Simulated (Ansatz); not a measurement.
# InGa2P3: one candidate of a structure search

Aim: relax a trial structure of InGa2P3 and see where it ends, then test the end with a random kick.

Method: DFT PBE, scalar-relativistic, plane waves, PAW, in Ansatz 0.2.0.

## (1) The structure to begin with

It takes space group I-4m2 (No. 119, tetragonal). Conventional cell: a = 3.989 Å, b = 3.989 Å, c = 17.069 Å, α = 90.00°, β = 90.00°, γ = 90.00°. Around In (site symmetry -4m2) lie 4 P at 2.54 Å. Ga (site symmetry 2mm) has 4 P at 2.40 to 2.41 Å in its first shell of neighbours. Around P (site symmetry 2mm) lie 2 Ga at 2.40 Å and 2 In at 2.54 Å. Around P (site symmetry -4m2) lie 4 Ga at 2.41 Å.

As a file:

```xyz
6
Lattice="-1.9943 1.9943 8.5346 1.9943 -1.9943 8.5346 1.9943 1.9943 -8.5346" Properties=species:S:1:pos:R:3 pbc="T T T"
In    0.0000    0.0000    0.0000
Ga    0.0000    0.0000   11.4512
Ga    0.0000    0.0000    5.6180
P     0.0000    1.9943    6.9542
P     1.9943    0.0000    4.2673
P     0.0000    1.9943    1.5804
```

The start is the relaxed end of an invented cell (made as: elements ordered on the sites of the InP type, Ga/In on In (I-4m2, No. 119)), taken up again for a closer look.

## (2) A first look at the guess

Contents of input.yaml:

```yaml
crystal:
  lattice:
    - [-1.9942552, 1.9942552, 8.5345977]
    - [1.9942552, -1.9942552, 8.5345977]
    - [1.9942552, 1.9942552, -8.5345977]
  atoms:
    - { symbol: In, position: [0.0, 0.0, 0.0] }
    - { symbol: Ga, position: [0.670868, 0.670868, 0.0] }
    - { symbol: Ga, position: [0.329132, 0.329132, 0.0] }
    - { symbol: P, position: [0.907412, 0.407412, 0.5] }
    - { symbol: P, position: [0.25, 0.75, 0.5] }
    - { symbol: P, position: [0.592588, 0.092588, 0.5] }
basis:
  ecutwfc: 420
kpoints:
  mp_grid: { grid: [6, 6, 6] }
hamiltonian:
  xc: pbe
scf:
  occupations: { method: gaussian, width: 0.1 }
  lower_state_search: "off"
output:
  forces: true
  stress: true
  eigenvalues: true
```

The run is started by

```console
ansatz run input.yaml --threads 4 --pin off --max-ram 8192MiB --backend cpu --events-out ev --progress --plain --runs-dir out
```

The session goes on with these runs: relaxation on the finer mesh; reference for the kick test; random kick, then relaxation.

What does the calculation give? Wanted: conventional cell; volume; energy over the elements, black P; gap on the mesh.

The runs gave:

| quantity | value |
| --- | --- |
| symmetry at the end (tolerance 0.02 Å) | space group I-4m2 (No. 119) |
| conventional cell | a = 3.989 Å, b = 3.989 Å, c = 17.069 Å, α = 90.00°, β = 90.00°, γ = 90.00° |
| volume | 22.63 Å³/atom |
| energy over the elements, black P | -0.35 eV/atom |
| gap on the mesh | 0.99 eV |

What this shows: The space group I-4m2 (No. 119) is kept, at nearly the size of the first guess. It lies below the elements, which doesn't yet make it stable: competing phases were not computed in this session. It survived the kick, though modes of other wave vectors, which need another repeat, weren't probed.

Spin-orbit coupling is left out, though the cell holds In; it can move the gap.
